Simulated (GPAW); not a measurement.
# Pd (Fm-3m) in GPAW: notebook

The runs below take Pd through band structure, equation of state, with OLYP, PBEsol+D4, RPBE+D3, PBE, r2SCAN+D3(BJ).

Program: GPAW 26.7.0. These are calculated values, not measurements. Logs are shortened: lines on timing, memory, paths and dates and some standing lists are left out, and cuts for length are marked. The log counts tension as positive stress, the text compression.

## (1) The crystal as given

It takes space group Fm-3m (No. 225, cubic). Conventional cell: a = 3.893 Å, b = 3.893 Å, c = 3.893 Å, α = 90.00°, β = 90.00°, γ = 90.00°. Pd (site symmetry m-3m) has 12 Pd at 2.75 Å as nearest neighbours.

## (2) Band structure, OLYP, spin-orbit coupling, no magnetisation

run.py

```python
import numpy as np
import spglib
from ase import Atoms
from ase.dft.bandgap import bandgap
from ase.io import read, write
from ase.units import GPa
from gpaw import GPAW, PW, setup_paths
from gpaw.spinorbit import soc_eigenstates

setup_paths.insert(0, '.')

atoms = read('Pd.cif')
cell, positions, numbers = spglib.find_primitive(
    (atoms.cell[:], atoms.get_scaled_positions(), atoms.numbers), symprec=1e-4)
atoms = Atoms(numbers, cell=cell, scaled_positions=positions, pbc=True)

calc = GPAW(mode=PW(600),
            xc='GGA_X_OPTX+GGA_C_LYP',
            kpts={'size': (9, 9, 9), 'gamma': True},
            occupations={'name': 'fermi-dirac', 'width': 0.05},
            nbands=17,
            convergence={'density': 1e-05, 'energy': 1e-05},
            eigensolver='davidson',
            maxiter=150,
            txt='gpaw.txt')
atoms.calc = calc
energy = atoms.get_potential_energy()
forces = atoms.get_forces()
stress = atoms.get_stress()
calc.write('gs.gpw')
write('result.traj', atoms)
print(f'Energy: {energy:.6f} eV')
print('Forces (eV/A):')
print(forces.round(4))
print('Stress (GPa):', (stress / GPa).round(3))
print('Fermi level:', round(calc.get_fermi_level(), 4), 'eV')
print(f'Gap: {bandgap(calc)[0]:.4f} eV, direct: {bandgap(calc, direct=True)[0]:.4f} eV')

path = atoms.cell.bandpath('GXWKGLUWLK,UX', npoints=60, eps=1e-4)
bs_calc = calc.fixed_density(kpts=path, symmetry='off', nbands=25,
                             convergence={'bands': 'CBM+6.0', 'eigenstates': 1e-6}, txt='bands.txt')
bs = bs_calc.band_structure()
bs.write('bs.json')
print(f'Gap on the path: {bandgap(bs_calc)[0]:.4f} eV')

soc = soc_eigenstates(bs_calc, theta=90, phi=0)
np.savetxt('soc_bands.dat', soc.eigenvalues(), fmt='%.4f')
mesh = soc_eigenstates('gs.gpw', theta=90, phi=0)
np.savetxt('soc_mesh.dat', mesh.eigenvalues(), fmt='%.4f')
print('Fermi level with spin-orbit coupling:', round(mesh.fermi_level, 4), 'eV')
```

Pd.cif

```cif
data_Pd
_cell_length_a 3.89300000
_cell_length_b 3.89300000
_cell_length_c 3.89300000
_cell_angle_alpha 90.00000000
_cell_angle_beta 90.00000000
_cell_angle_gamma 90.00000000
_space_group_name_H-M_alt 'Fm-3m'
_space_group_name_Hall '-F 4 2 3'
_space_group_IT_number 225
loop_
_space_group_symop_operation_xyz
'x,y,z'
'-x,-y,-z'
'-y,x,z'
'y,-x,-z'
'-x,-y,z'
'x,y,-z'
'y,-x,z'
'-y,x,-z'
'x,-y,-z'
'-x,y,z'
'-y,-x,-z'
'y,x,z'
'-x,y,-z'
'x,-y,z'
'y,x,-z'
'-y,-x,z'
'z,x,y'
'-z,-x,-y'
'z,-y,x'
'-z,y,-x'
'z,-x,-y'
'-z,x,y'
'z,y,-x'
'-z,-y,x'
'-z,x,-y'
'z,-x,y'
'-z,-y,-x'
'z,y,x'
'-z,-x,y'
'z,x,-y'
'-z,y,x'
'z,-y,-x'
'y,z,x'
'-y,-z,-x'
'x,z,-y'
'-x,-z,y'
'-y,z,-x'
'y,-z,x'
'-x,z,y'
'x,-z,-y'
'-y,-z,x'
'y,z,-x'
'-x,-z,-y'
'x,z,y'
'y,-z,-x'
'-y,z,x'
'x,-z,y'
'-x,z,-y'
'x,y+1/2,z+1/2'
'-x,-y+1/2,-z+1/2'
'-y,x+1/2,z+1/2'
[... 62 lines left out ...]
'-z+1/2,-x,-y+1/2'
'z+1/2,-y,x+1/2'
'-z+1/2,y,-x+1/2'
'z+1/2,-x,-y+1/2'
'-z+1/2,x,y+1/2'
'z+1/2,y,-x+1/2'
'-z+1/2,-y,x+1/2'
'-z+1/2,x,-y+1/2'
'z+1/2,-x,y+1/2'
'-z+1/2,-y,-x+1/2'
'z+1/2,y,x+1/2'
'-z+1/2,-x,y+1/2'
'z+1/2,x,-y+1/2'
'-z+1/2,y,x+1/2'
'z+1/2,-y,-x+1/2'
'y+1/2,z,x+1/2'
'-y+1/2,-z,-x+1/2'
'x+1/2,z,-y+1/2'
'-x+1/2,-z,y+1/2'
'-y+1/2,z,-x+1/2'
'y+1/2,-z,x+1/2'
'-x+1/2,z,y+1/2'
'x+1/2,-z,-y+1/2'
'-y+1/2,-z,x+1/2'
'y+1/2,z,-x+1/2'
'-x+1/2,-z,-y+1/2'
'x+1/2,z,y+1/2'
'y+1/2,-z,-x+1/2'
'-y+1/2,z,x+1/2'
'x+1/2,-z,y+1/2'
'-x+1/2,z,-y+1/2'
'x+1/2,y+1/2,z'
'-x+1/2,-y+1/2,-z'
'-y+1/2,x+1/2,z'
'y+1/2,-x+1/2,-z'
'-x+1/2,-y+1/2,z'
'x+1/2,y+1/2,-z'
'y+1/2,-x+1/2,z'
'-y+1/2,x+1/2,-z'
'x+1/2,-y+1/2,-z'
'-x+1/2,y+1/2,z'
'-y+1/2,-x+1/2,-z'
'y+1/2,x+1/2,z'
'-x+1/2,y+1/2,-z'
'x+1/2,-y+1/2,z'
'y+1/2,x+1/2,-z'
'-y+1/2,-x+1/2,z'
'z+1/2,x+1/2,y'
'-z+1/2,-x+1/2,-y'
'z+1/2,-y+1/2,x'
'-z+1/2,y+1/2,-x'
'z+1/2,-x+1/2,-y'
'-z+1/2,x+1/2,y'
'z+1/2,y+1/2,-x'
'-z+1/2,-y+1/2,x'
'-z+1/2,x+1/2,-y'
'z+1/2,-x+1/2,y'
'-z+1/2,-y+1/2,-x'
'z+1/2,y+1/2,x'
'-z+1/2,-x+1/2,y'
'z+1/2,x+1/2,-y'
'-z+1/2,y+1/2,x'
'z+1/2,-y+1/2,-x'
'y+1/2,z+1/2,x'
'-y+1/2,-z+1/2,-x'
'x+1/2,z+1/2,-y'
'-x+1/2,-z+1/2,y'
'-y+1/2,z+1/2,-x'
'y+1/2,-z+1/2,x'
'-x+1/2,z+1/2,y'
'x+1/2,-z+1/2,-y'
'-y+1/2,-z+1/2,x'
'y+1/2,z+1/2,-x'
'-x+1/2,-z+1/2,-y'
'x+1/2,z+1/2,y'
'y+1/2,-z+1/2,-x'
'-y+1/2,z+1/2,x'
'x+1/2,-z+1/2,y'
'-x+1/2,z+1/2,-y'
loop_
_atom_site_label
_atom_site_type_symbol
_atom_site_symmetry_multiplicity
_atom_site_Wyckoff_symbol
_atom_site_fract_x
_atom_site_fract_y
_atom_site_fract_z
_atom_site_occupancy
Pd1 Pd 4 a 0.0000000000 0.0000000000 0.0000000000 1
```

Potentials or basis: PAW data sets generated in the run's folder for this functional, pw.

Started as:

```sh
gpaw-setup -f GGA_X_OPTX+GGA_C_LYP Pd
OMP_NUM_THREADS=1 python run.py
```

gpaw.txt:

```text
__  _  _
 | _ |_)|_||  |
 |__||  | ||/\| - 26.7.0

Input parameters:
  mode=PW(ecut=600.0),
  convergence={'density': 1e-05, 'energy': 1e-05},
  eigensolver=Davidson(niter=2),
  kpts=MonkhorstPack(size=(9, 9, 9), gamma=True),
  maxiter=150,
  nbands=17,
  occupations=Occupations(name='fermi-dirac', width=0.05),
  xc=XC(name='GGA_X_OPTX+GGA_C_LYP')

Diagonalizing LCAO Hamiltonian
Converting LCAO to pw mode

       Pd

Atoms  # Å, Bohr magnetons
|   | symbol |        x |        y |        z |    initial magnetic moments |
|---|--------|----------|----------|----------|-----------------------------|
| 0 |     Pd | 0.000000 | 0.000000 | 0.000000 | ( 0.0000,  0.0000,  0.0000) |

Unit cell  # Å
| periodic |        x |        y |        z |  lengths |    angles |
|----------|----------|----------|----------|----------|-----------|
|      yes | 0.000000 | 1.946500 | 1.946500 | 2.752767 | 60.000000 |
|      yes | 1.946500 | 0.000000 | 1.946500 | 2.752767 | 60.000000 |
|      yes | 1.946500 | 1.946500 | 0.000000 | 2.752767 | 60.000000 |

Number of symmetries: 48
Symmetry operations  # r_c * U_cc + t_c -> r_c
|    | kind |            matrix            |
|----|------|------------------------------|
|  0 |  σ   |  1, 0, 0,  1, 0,-1,  1,-1, 0 |
|  1 |  C2  |  1, 0, 0,  1,-1, 0,  1, 0,-1 |
|  2 |  E   |  1, 0, 0,  0, 1, 0,  0, 0, 1 |
|  3 |  σ   |  1, 0, 0,  0, 0, 1,  0, 1, 0 |
|  4 |  C4  |  1, 0,-1,  1, 0, 0,  1,-1, 0 |
|  5 |  S6  |  1, 0,-1,  1,-1, 0,  1, 0, 0 |
|  6 |  σ   |  1, 0,-1,  0, 1,-1,  0, 0,-1 |
|  7 |  C3  |  1, 0,-1,  0, 0,-1,  0, 1,-1 |
|  8 |  S6  |  1,-1, 0,  1, 0, 0,  1, 0,-1 |
|  9 |  C4  |  1,-1, 0,  1, 0,-1,  1, 0, 0 |
| 10 |  C3  |  1,-1, 0,  0,-1, 1,  0,-1, 0 |
| 11 |  σ   |  1,-1, 0,  0,-1, 0,  0,-1, 1 |
| 12 |  σ   |  0, 1, 0,  1, 0, 0,  0, 0, 1 |
| 13 |  C4  |  0, 1, 0,  0, 1,-1, -1, 1, 0 |
| 14 |  C3  |  0, 1, 0,  0, 0, 1,  1, 0, 0 |
| 15 |  S6  |  0, 1, 0, -1, 1, 0,  0, 1,-1 |
| 16 |  C2  |  0, 1,-1,  1, 0,-1,  0, 0,-1 |
| 17 |  σ   |  0, 1,-1,  0, 1, 0, -1, 1, 0 |
| 18 |  S4  |  0, 1,-1,  0, 0,-1,  1, 0,-1 |
| 19 |  C4  |  0, 1,-1, -1, 1, 0,  0, 1, 0 |
| 20 |  C3  |  0, 0, 1,  1, 0, 0,  0, 1, 0 |
| 21 |  σ   |  0, 0, 1,  0, 1, 0,  1, 0, 0 |
| 22 |  S6  |  0, 0, 1,  0,-1, 1, -1, 0, 1 |
| 23 |  C4  |  0, 0, 1, -1, 0, 1,  0,-1, 1 |
| 24 |  S4  |  0, 0,-1,  1, 0,-1,  0, 1,-1 |
| 25 |  C3  |  0, 0,-1,  0, 1,-1,  1, 0,-1 |
| 26 |  C2  |  0, 0,-1,  0,-1, 0, -1, 0, 0 |
| 27 |  S6  |  0, 0,-1, -1, 0, 0,  0,-1, 0 |
| 28 |  S4  |  0,-1, 1,  1,-1, 0,  0,-1, 0 |
| 29 |  C4  |  0,-1, 1,  0, 0, 1, -1, 0, 1 |
| 30 |  C2  |  0,-1, 1,  0,-1, 0,  1,-1, 0 |
| 31 |  σ   |  0,-1, 1, -1, 0, 1,  0, 0, 1 |
| 32 |  C3  |  0,-1, 0,  1,-1, 0,  0,-1, 1 |
| 33 |  S6  |  0,-1, 0,  0, 0,-1, -1, 0, 0 |
| 34 |  S4  |  0,-1, 0,  0,-1, 1,  1,-1, 0 |
| 35 |  C2  |  0,-1, 0, -1, 0, 0,  0, 0,-1 |
| 36 |  C2  | -1, 1, 0,  0, 1, 0,  0, 1,-1 |
| 37 |  S6  | -1, 1, 0,  0, 1,-1,  0, 1, 0 |
| 38 |  S4  | -1, 1, 0, -1, 0, 1, -1, 0, 0 |
| 39 |  C3  | -1, 1, 0, -1, 0, 0, -1, 0, 1 |
| 40 |  S6  | -1, 0, 1,  0, 0, 1,  0,-1, 1 |
| 41 |  C2  | -1, 0, 1,  0,-1, 1,  0, 0, 1 |
| 42 |  C3  | -1, 0, 1, -1, 1, 0, -1, 0, 0 |
| 43 |  S4  | -1, 0, 1, -1, 0, 0, -1, 1, 0 |
| 44 |  C2  | -1, 0, 0,  0, 0,-1,  0,-1, 0 |
| 45 |  i   | -1, 0, 0,  0,-1, 0,  0, 0,-1 |
| 46 |  σ   | -1, 0, 0, -1, 1, 0, -1, 0, 1 |
| 47 |  C2  | -1, 0, 0, -1, 0, 1, -1, 1, 0 |

BZ-sampling:
  Number of BZ points: 729
  Number of IBZ points: 35

  Monkhorst-Pack size: [9, 9, 9]
  Monkhorst-Pack shift: [0, 0, 0]

K-points  # in reciprocal-cell coordinates
|     |                                coordinates |     weight |
|-----|--------------------------------------------|------------|
|   0 | (  0.00000000,   0.00000000,   0.00000000) | 0.00137174 |
|   1 | (  0.11111111,   0.11111111,   0.00000000) | 0.00823045 |
|   2 | (  0.11111111,   0.11111111,   0.11111111) | 0.01097394 |
|   3 | (  0.22222222,   0.11111111,   0.11111111) | 0.01646091 |
|   4 | (  0.22222222,   0.22222222,   0.00000000) | 0.00823045 |
|   5 | (  0.22222222,   0.22222222,   0.11111111) | 0.03292181 |
|   6 | (  0.22222222,   0.22222222,   0.22222222) | 0.01097394 |
|   7 | (  0.33333333,   0.22222222,   0.11111111) | 0.03292181 |
|   8 | (  0.33333333,   0.22222222,   0.22222222) | 0.03292181 |
|   9 | (  0.33333333,   0.33333333,  -0.33333333) | 0.01646091 |
| ... |                                            |            |
|  34 | (  0.44444444,   0.44444444,   0.44444444) | 0.01097394 |

Plane wave coefficients: 531
Cutoff: 600.0 eV

Spin-components: 1 (collinear spins)
Bands:           17
Projectors:      6
Spin-degeneracy: 2
Datatype:        complex128

Parallelization:
  kpt:    1
  domain: 1
  band:   1

Density:
  Valence electrons: 16.0
  Components: 1
  Grid points: [16 16 16]
  Charge: 0.0  # |e|

Potential:
  Grid points: [16 16 16]

species:
  Pd:
    name:    Palladium
    Z:       46.0
    valence: 16
    core:    30
    charge:  0.0  # [|e|]
    compensation charges:
      type: gauss
      rc: 0.38  # [Å]
      lmax: 2
    cutoffs:
      filter: 2.38  # [Å]
      core: 2.28  # [Å]
    projectors
    | kind |    occ | energy [eV] | rcut [Å] |
    |------|--------|-------------|----------|
    |   5s |  0.000 |      -3.037 |    1.228 |
    |   4p |  6.000 |     -51.114 |    1.360 |
    |   5p |  0.000 |      -0.469 |    1.360 |
    |   4d | 10.000 |      -3.872 |    1.228 |
    |    s |        |      24.175 |    1.228 |
    |    d |        |      23.339 |    1.228 |

    Using partial waves for Pd as LCAO basis

Reference energy: -137282.936459  # eV

eigensolver:
  Davidson
  Converge bands: occupied
  niter=2

density mixing:
  MSR1-Mixer
  Pratt-step length: 0.05
  Maximum mixing coefficient: 0.75
  Old densities: 10
  SVD Regularization: 0.005
  Good broyden scale: 1.0
  Trust region scale: 1.0
  Backstep threshold: 4.0
  History deletion threshold: 6.0
  Fourier metric: weight=20.0, sigma=0.015

occupation numbers:
  Fermi-Dirac:
    width: 0.0500  # eV

poisson solver:
  ecut: 4800.0  # eV

xc functional:
  name: GGA_X_OPTX+GGA_C_LYP with 2 nearest neighbor stencil

convergence criteria:
- Maximum integral of absolute [dens]ity change: 1e-05 electrons / valence electron
- Maximum [total energy] change in last 3 cyles: 1e-05 eV / valence electron
- Maximum integral of absolute [eigenst]ate change: 4e-08 eV^2 / valence electron
maximum number of iterations: 150

SCF iterations
|iter     | |      energy | eigst |  dens |
|---------|-|-------------|-------|-------|
|iter:   1| |   -3.466352 | -0.18 |       |
|iter:   2| |   -3.278461 | -2.27 | -1.00 |
|iter:   3| |   -2.668778 | -1.39 | -1.05 |
|iter:   4| |   -2.660354 | -3.23 | -1.96 |
|iter:   5| |   -2.659207 | -3.35 | -2.11 |
|iter:   6| |   -2.659181 | -4.55 | -3.29 |
|iter:   7| |   -2.659185c| -5.34 | -3.85 |
|iter:   8| |   -2.659185c| -6.56 | -4.46 |
|iter:   9| |   -2.659186c| -7.42c| -5.25c|

Converged in 9 steps
Energy contributions relative to reference atoms: (reference = -137282.936459)

Energy contributions:
  Kinetic:          -3.064200
  Coulomb:          -1.727552
  Zero:             -0.106076
  External:          0.000000
  Xc:                2.248309
  Entropy:          -0.019333
  Spinorbit:         0.000000
  ----------------------------
  Free energy:      -2.668852
  Extrapolated:     -2.659186

dipole moment: (-11.415581, -11.415581, -11.415581)  # |e|*Ang

Fermi level: 9.317
Eigenvalues  # (at kpt = [0.000, 0.000, 0.000])
| band index |      eig [eV] | occ [0-2] |
|------------|---------------|-----------|
|          0 |       -40.382 |     2.000 |
|          1 |       -40.382 |     2.000 |
|          2 |       -40.382 |     2.000 |
|          3 |         2.470 |     2.000 |
|          4 |         6.555 |     2.000 |
|          5 |         6.555 |     2.000 |
[... 9 lines left out ...]
|         15 |        39.712 |     0.000 |
|         16 |        39.713 |     0.000 |

No gap
No difference between direct/indirect transitions

Forces  # eV/Ang
|       x |        y |        z |
|---------|----------|----------|
| 0.00000 | -0.00000 | -0.00000 |  # Pd   0

Stress tensor  # eV/Ang^3
|         x |         y |         z |
|-----------|-----------|-----------|
| -0.039151 | -0.000000 | -0.000000 |
| -0.000000 | -0.039151 |  0.000000 |
| -0.000000 |  0.000000 | -0.039151 |

# Writing to gs.gpw (mode='')
```

Run time: 12 s. Hardware: 1 thread of Arm Neoverse V2, shared host; peak memory 0.19 GiB.

What came out:

```
Free energy             : -2.6689 eV
Pressure                : 6.3 GPa
Band gap along the path : none (metal or under the smearing width)
```

Levels at the corners of the path, in eV from the Fermi level:
| point | band 12 | band 13 | band 14 | band 15 | band 16 | band 17 | band 18 |
| --- | --- | --- | --- | --- | --- | --- | --- |
| Γ | -2.91 | -2.59 | -2.59 | -1.17 | -1.17 | -1.17 | -1.17 |
| X | -0.10 | 0.17 | 0.17 | 0.47 | 0.47 | 3.60 | 3.60 |
| W | -3.24 | -1.26 | -1.26 | 0.30 | 0.30 | 9.02 | 9.02 |
| K | -1.90 | -0.93 | -0.93 | -0.13 | -0.13 | 7.32 | 7.32 |
| Γ | -2.91 | -2.59 | -2.59 | -1.17 | -1.17 | -1.17 | -1.17 |
| L | -2.66 | -0.11 | -0.11 | 0.09 | 0.09 | 1.24 | 1.24 |
| U | -1.90 | -0.93 | -0.93 | -0.13 | -0.13 | 7.32 | 7.32 |
| W | -3.24 | -1.26 | -1.26 | 0.30 | 0.30 | 9.02 | 9.02 |
| L | -2.66 | -0.11 | -0.11 | 0.09 | 0.09 | 1.24 | 1.24 |
| K | -1.90 | -0.93 | -0.93 | -0.13 | -0.13 | 7.32 | 7.32 |
| U | -1.90 | -0.93 | -0.93 | -0.13 | -0.13 | 7.32 | 7.32 |
| X | -0.10 | 0.17 | 0.17 | 0.47 | 0.47 | 3.60 | 3.60 |

Caveat: spin-orbit coupling was added after a scalar SCF, so levels and gaps hold it while energy, forces, pressure and moments don't; this program's spin-orbit splittings come out too wide for heavy elements.

## (3) Equation of state, PBEsol+D4

run.py

```python
from ase.calculators.mixing import SumCalculator
from ase.eos import EquationOfState
from ase.io import Trajectory, read
from ase.units import GPa
from dftd4.ase import DFTD4
from gpaw import GPAW, PW, setup_paths

setup_paths.insert(0, '.')

atoms = read('Pd.xyz')

traj = Trajectory('eos.traj', 'w')
volumes, energies = [], []
for x in [0.94, 0.96, 0.98, 1.0, 1.02, 1.04, 1.06]:
    a = atoms.copy()
    a.set_cell(atoms.cell * x**(1 / 3), scale_atoms=True)
    calc = GPAW(mode=PW(600),
                xc='PBEsol',
                kpts={'size': (9, 9, 9), 'gamma': True},
                occupations={'name': 'fermi-dirac', 'width': 0.05},
                nbands=17,
                convergence={'density': 1e-05, 'energy': 1e-05},
                maxiter=150,
                txt=f'eos-{x:.2f}.txt')
    a.calc = SumCalculator([calc, DFTD4(method='pbesol')])
    energies.append(a.get_potential_energy())
    volumes.append(a.get_volume())
    p = -a.get_stress()[:3].mean() / GPa
    calc.write(f'eos-{x:.2f}.gpw')
    traj.write(a)
    print(f'{x:.2f} {volumes[-1]:10.4f} A^3 {energies[-1]:14.6f} eV {p:9.3f} GPa', flush=True)

v0, e0, B = EquationOfState(volumes, energies, eos='birchmurnaghan').fit()
print(f'V0 = {v0:.4f} A^3, E0 = {e0:.6f} eV, B0 = {B / GPa:.2f} GPa')
```

Pd.xyz

```xyz
1
Lattice="0.0000000000 1.9465000000 1.9465000000 1.9465000000 0.0000000000 1.9465000000 1.9465000000 1.9465000000 0.0000000000" Properties=species:S:1:pos:R:3 pbc="T T T"
Pd     0.0000000000      0.0000000000      0.0000000000
```

Potentials or basis: PAW data sets generated in the run's folder for this functional, pw.

Started as:

```sh
gpaw-setup -f PBEsol Pd
OMP_NUM_THREADS=1 python run.py
```

Wall time 37 s (1 thread of Arm Neoverse V2, shared host); peak memory 0.18 GiB.

Results (log left out):

- Equilibrium volume: 14.36 Å³/atom
- Bulk modulus: 217 GPa
- Pressure derivative of the bulk modulus: 5.5

Energy against volume, from the lowest point:
| volume (Å³/atom) | energy (meV/atom) |
| --- | --- |
| 13.865 | 11.92 |
| 14.160 | 1.47 |
| 14.455 | 0.00 |
| 14.750 | 6.40 |
| 15.045 | 19.68 |
| 15.340 | 38.96 |
| 15.635 | 63.49 |

## (4) Equation of state, RPBE+D3

run.py, as its differences from that of step 3:

```diff
@@ -4,6 +4,4 @@
 from ase.units import GPa
-from dftd4.ase import DFTD4
-from gpaw import GPAW, PW, setup_paths
-
-setup_paths.insert(0, '.')
+from dftd3.ase import DFTD3
+from gpaw import GPAW, PW
 
@@ -17,3 +15,3 @@
     calc = GPAW(mode=PW(600),
-                xc='PBEsol',
+                xc='RPBE',
                 kpts={'size': (9, 9, 9), 'gamma': True},
@@ -24,3 +22,3 @@
                 txt=f'eos-{x:.2f}.txt')
-    a.calc = SumCalculator([calc, DFTD4(method='pbesol')])
+    a.calc = SumCalculator([calc, DFTD3(method='rpbe', damping='d3zero')])
     energies.append(a.get_potential_energy())
```

Pd.xyz is that of step 3.

Potentials or basis: the program's PAW data sets (release 1.2.1) made for this functional, pw.

Started as:

```sh
OMP_NUM_THREADS=1 python run.py
```

Run time: 29 s. Hardware: 1 thread of Arm Neoverse V2, shared host; peak memory 0.17 GiB.

Results (log left out):

| Quantity | Value |
| --- | --- |
| Equilibrium volume | 15.02 Å³/atom |
| Bulk modulus | 160 GPa |
| Pressure derivative of the bulk modulus | 6.0 |

Energy against volume, from the lowest point:
```csv
volume (Å³/atom),energy (meV/atom)
13.865,53.60
14.160,28.28
14.455,11.62
14.750,2.50
15.045,0.00
15.340,3.23
15.635,11.45
```

[end of part 1 of 2]
